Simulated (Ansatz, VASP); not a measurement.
# One calculation of InAs, two programs

File INCAR:

```
SYSTEM = InAs
  PREC = Accurate
  ENCUT = 600
  EDIFF = 1E-6
  ISMEAR = 0
  SIGMA = 0.1
  LREAL = .False.
  LASPH = .True.
  NELM = 100
  ALGO = Fast
  ISIF = 3
  LWAVE = .False.
  LCHARG = .False.
  GGA = PE
  IVDW = 12
  IBRION = 2
  NSW = 100
  EDIFFG = -0.005
```

The input KPOINTS:

```
regular mesh
0
Gamma
  12 12 12
  0 0 0
```

File POSCAR:

```
InAs
1.0
    0.0000000000      3.0240000000      3.0240000000
    3.0240000000      0.0000000000      3.0240000000
    3.0240000000      3.0240000000      0.0000000000
In As
1 1
Direct
    0.0000000000      0.0000000000      0.0000000000
    0.7500000000      0.7500000000      0.7500000000
```

Input for Ansatz:

```yaml
crystal:
  lattice:
    - [0.0, 3.024, 3.024]
    - [3.024, 0.0, 3.024]
    - [3.024, 3.024, 0.0]
  atoms:
    - { symbol: In, position: [0.0, 0.0, 0.0] }
    - { symbol: As, position: [0.75, 0.75, 0.75] }
basis:
  ecutwfc: 420
kpoints:
  mp_grid: { grid: [12, 12, 12] }
hamiltonian:
  xc: pbe
  dispersion: d3bj
scf:
  occupations: { method: gaussian, width: 0.1 }
output:
  forces: true
  stress: true
  eigenvalues: true
  write_density: true
  write_potential: true
  elf: true
  volumetric_format: npy
relax:
  adjacent_minimum: "off"
  f_tol: 0.005
  max_steps: 80
  cell: { stress_tol: 0.05 }
```

Alike in both runs: task relaxation of cell and atoms; functional PBE; dispersion D3(BJ); k mesh 12 × 12 × 12; occupations gaussian, width 0.1 eV; no spin polarisation.

|  | VASP | Ansatz |
| --- | --- | --- |
| version | VASP 6.6.1 | Ansatz 0.2.0 |
| potentials or method | VASP PAW PBE potentials, release 64 (In_d, As) | scalar-relativistic, plane waves, PAW |
| plane-wave cutoff (eV) | 600 | 420 |
| valence electrons in the cell | 18 | 28 |

Ansatz gave:

- gap on the k mesh at the Fermi level, each at its own relaxed structure (eV): none
- relaxed volume (Å³/atom): 28.54
- relaxed cell length with the largest relative difference (Å): 4.322
- energy change over the relaxation (meV/atom): -5

**Question.** What did VASP give for the same quantities?

**Answer.** gap on the k mesh at the Fermi level, each at its own relaxed structure (eV): none; relaxed volume (Å³/atom): 28.56; relaxed cell length with the largest relative difference (Å): 4.323; energy change over the relaxation (meV/atom): -5.

A gap of «none» marks a metal or a gap that the smearing closes. The two sets of potentials don't hold the same shells in valence.

Caveats: pairwise dispersion overbinds metals, which lowers pressure and volume; this crystal is a semiconductor, whose small gap the functional closes, so the metal is an error of the method. Zero-point motion and thermal expansion aren't in these numbers.
